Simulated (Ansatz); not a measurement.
# ZnSnP2: further runs on the relaxed cell

The task, for ZnSnP2: relax it again with other functionals.

Computed with Ansatz 0.2.0 (DFT PBE, scalar-relativistic, plane waves, PAW, unless a step's input says otherwise).

1 further run of the same task is left out (set aside as unsound or not needed).

## Step 1: The structure to begin with

The structure is tetragonal, space group I-42d (No. 122). Conventional cell: a = 5.702 Å, b = 5.702 Å, c = 11.434 Å, α = 90.00°, β = 90.00°, γ = 90.00°. Zn (site symmetry -4) has 4 P at 2.40 Å as nearest neighbours. Around Sn (site symmetry -4) lie 4 P at 2.55 Å. P (site symmetry 2) has 2 Zn at 2.40 Å and 2 Sn at 2.55 Å as nearest neighbours.

As a file:

```cif
data_structure
_symmetry_space_group_name_H-M 'I-42d'
_symmetry_Int_Tables_number 122
_cell_length_a 5.7023
_cell_length_b 5.7023
_cell_length_c 11.4340
_cell_angle_alpha 90.000
_cell_angle_beta 90.000
_cell_angle_gamma 90.000
_cell_volume 371.80
loop_
_atom_site_label
_atom_site_type_symbol
_atom_site_symmetry_multiplicity
_atom_site_Wyckoff_symbol
_atom_site_fract_x
_atom_site_fract_y
_atom_site_fract_z
_atom_site_occupancy
Zn1 Zn 4 a 0.00000 0.50000 0.25000 1
Sn1 Sn 4 b 0.50000 0.00000 0.25000 1
P1 P 8 d 0.22779 0.25000 0.12500 1
```

It goes back to an entry of the Materials Project, which need not be the stable form.

This cell was relaxed beforehand with the same method: volume 23.24 Å³/atom, gap on the mesh 0.68 eV.

## Step 2: Relaxing with PBEsol

Input file input.yaml:

```yaml
crystal:
  lattice:
    - [-2.8511721294, 2.8511721294, 5.7169954161]
    - [2.8511721294, -2.8511721294, 5.7169954161]
    - [2.8511721294, 2.8511721294, -5.7169954161]
  atoms:
    - { symbol: Zn, position: [0.75, 0.25, 0.5] }
    - { symbol: Zn, position: [0.0, 0.0, 0.0] }
    - { symbol: Sn, position: [0.25, 0.75, 0.5] }
    - { symbol: Sn, position: [0.5, 0.5, 0.0] }
    - { symbol: P, position: [0.375, 0.352785957, 0.477785957] }
    - { symbol: P, position: [0.647214043, 0.125, 0.022214043] }
    - { symbol: P, position: [0.102785957, 0.625, 0.977785957] }
    - { symbol: P, position: [0.875, 0.897214043, 0.522214043] }
basis:
  ecutwfc: 420
kpoints:
  mp_grid: { grid: [8, 8, 8] }
hamiltonian:
  xc: pbesol
scf:
  occupations: { method: gaussian, width: 0.02 }
output:
  forces: true
  stress: true
  eigenvalues: true
relax:
  adjacent_minimum: "off"
  f_tol: 0.005
  max_steps: 50
  cell: { stress_tol: 0.05 }
```

Started as:

```console
$ ansatz run input.yaml --threads 4 --pin off --max-ram 10240MiB --backend cpu --events-out ev --progress --plain --runs-dir out
```

## Step 3: The cell under PBE+D3(BJ)

input.yaml: that of step 2 with these lines changed.

```diff
@@ -19,3 +19,4 @@
 hamiltonian:
-  xc: pbesol
+  xc: pbe
+  dispersion: d3bj
 scf:
```

## Step 4: The cell under LDA

input.yaml: that of step 3 with these lines changed.

```diff
@@ -19,4 +19,3 @@
 hamiltonian:
-  xc: pbe
-  dispersion: d3bj
+  xc: lda
 scf:
```

## Step 5: The cell under r2SCAN

input.yaml: that of step 4 with these lines changed.

```diff
@@ -15,3 +15,3 @@
 basis:
-  ecutwfc: 420
+  ecutwfc: 500
 kpoints:
@@ -19,3 +19,3 @@
 hamiltonian:
-  xc: lda
+  xc: r2scan
 scf:
```

(Steps that only read results are left out.)

What does the calculation give?

**Answer**, as computed:

The volumes rise in the order LDA, PBEsol, PBE+D3(BJ), r2SCAN, PBE, over 7.1 %.
